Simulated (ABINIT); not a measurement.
AlN:

```
Al N
1.0
     0.00000    2.18399    2.18399
     2.18399    0.00000    2.18399
     2.18399    2.18399    0.00000
Al N
1 1
Direct
  0.00000 0.00000 0.00000
  0.25000 0.25000 0.25000
```

Measurements of this composition are mostly on another form, of space group No. 186.

Program: ABINIT 10.8.3 (patched build). Alike in all runs: no spin polarisation; cell as given; cutoff (eV) 980.

Problem. Order these runs on this cell by their pressure, lowest first.
A. level LDA; potentials or basis PseudoDojo NC SR LDA v0.4.1 standard; k mesh 8 × 8 × 8; smearing fermi-dirac 0.05 eV
B. level PBE; potentials or basis PseudoDojo NC SR PBE v0.4 stringent; k mesh 8 × 8 × 8; smearing fermi-dirac 0.05 eV
C. level PBEsol; potentials or basis PseudoDojo NC SR PBEsol v0.4.1 standard; k mesh 6 × 6 × 6, with 4 shifts; smearing fixed; stop of the response cycle (tolvrs) 1e-10; acoustic sum rule (asr) 1

Solution. A (-5.3 GPa), C (0.8 GPa), B (4.1 GPa).

Not every run made on this cell is shown here.
